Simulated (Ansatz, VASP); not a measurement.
## Y in VASP and in Ansatz

```
CELL_PARAMETERS angstrom
3.26674 0.00000 0.00000
0.00000 3.26674 0.00000
0.00000 0.00000 3.26674
ATOMIC_POSITIONS crystal
Y 0.00000 0.00000 0.00000
```

This isn't the form of Y at room conditions, which is hcp.

Alike in both runs: task single point; functional PBE; k mesh 12 × 12 × 12; occupations fermi-dirac, width 0.08 eV; no spin polarisation.

|  | VASP | Ansatz |
| --- | --- | --- |
| version | VASP 6.6.1 | Ansatz 0.2.0 |
| potentials or method | VASP PAW PBE potentials, release 64 (Y_sv), cutoff 520 eV | all-electron LAPW, scalar-relativistic |

|  | VASP | Ansatz | Ansatz less VASP |
| --- | --- | --- | --- |
| pressure (GPa) | 0.0 | 0.0 | +0.04 |

Ansatz ran all-electron here, so the differences hold the error of VASP's frozen core and of both bases.
